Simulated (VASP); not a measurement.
A run of VASP 6.6.1:

Contents of INCAR:

```
PREC = Accurate
ENCUT = 520
EDIFF = 1E-6
ISMEAR = 0
SIGMA = 0.2
LREAL = F
LASPH = T
NELM = 60
ALGO = Fast
ISIF = 2
LWAVE = F
LCHARG = F
GGA = PE
NBANDS = 22
```

KPOINTS

```
regular mesh
0
Gamma
  4 4 4
```

Contents of POSCAR:

```
Al
1.0
    4.9044011052     -0.8025725554      0.0016595531
   -0.8152591307      4.9024537527      0.0013842033
   -0.0000977501     -0.0030362731      5.6464808739
Al
8
Direct
   -0.0000042116      0.0000018564      0.3749808680
    0.0000105184      0.0000327476      0.8749798299
    0.9999226132      0.4999069836      0.1250200395
    1.0001030279      0.5001144034      0.6250150360
    0.4999004575     -0.0001162201      0.1250156022
    0.5000824999      0.0000828073      0.6250128428
    0.4999862294      0.4999711103      0.3749902935
    0.4999988651      0.5000063115      0.8749854883
```

Potentials or basis: VASP PAW PBE potentials, release 64 (Al).

Launch:

```sh
$ cat potpaw_PBE.64/Al/POTCAR > POTCAR
$ mpirun -np 1 vasp_std > vasp.out
```

Hardware: 1 thread of Intel(R) Xeon(R) Platinum 8488C (Sapphire Rapids) (shared host).

Question: How long does it take, and how much memory?

Answer: It took 81 s on 1 thread of Intel(R) Xeon(R) Platinum 8488C (Sapphire Rapids) (shared host), peak memory 0.26 GiB. Counts: scf iterations 13, k points 36.
